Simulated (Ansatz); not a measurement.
# Co under changes of volume

One of the cells (10.640 Å³/atom); the others are scaled copies at fixed shape and fractional positions:

```
Co
1.0
     2.47200    0.00000    0.00000
    -1.23600    2.14081    0.00000
     0.00000    0.00000    4.02114
Co
2
Direct
  0.66667 0.33333 0.75000
  0.33333 0.66667 0.25000
```

* Program: Ansatz 0.2.0
* Functional: r2SCAN
* Potentials or basis: Ansatz PAW
* Cutoff: 500 eV (not typed: the program's choice for these potentials)
* k mesh: 12 × 12 × 7
* Occupations: fermi-dirac, width 0.05 eV
* Spin: collinear spin, ferromagnetic start
* Starting moments: [2.0, 2.0] μB

```csv
volume (Å³/atom),energy over the lowest point (meV/atom),pressure (GPa),moment (μB per cell)
10.002,31.38,16.2,3.42
10.215,13.92,10.3,3.47
10.427,?,?,?
10.640,0.00,0.3,3.56
10.853,2.55,-4.2,3.58
11.066,10.92,-8.3,3.59
11.279,24.51,-12.0,3.59
```

**Question.** What does the run at 10.427 Å³/atom give?

**Answer.** Energy over the lowest point 3.72 meV/atom; pressure 5.1 GPa; moment 3.52 μB per cell.

Worked out: A Birch-Murnaghan fit of order 3 (a polynomial in V^(-2/3)) to the other rows has its minimum at 10.66 Å³/atom with B0 = V·E''(V) = 232 GPa (rough, since the energies scatter) at fixed shape and positions, which overstates the stiffness. It gives 3.65 meV/atom at 10.427 Å³/atom, against the run's 3.72, and -dE/dV = 5.2 GPa, against 5.1. A parabola through the other rows of the moment, of slope 0.191 μB per Å³/atom there, gives 3.52 μB, against the run's 3.52.

Energies are extrapolated to zero smearing.

Caveats: the magnetic or orbital state may not be the lowest; the PAW data sets come from PBE, with cores solved anew for the run's functional, which leaves a small shift of forces and pressure.
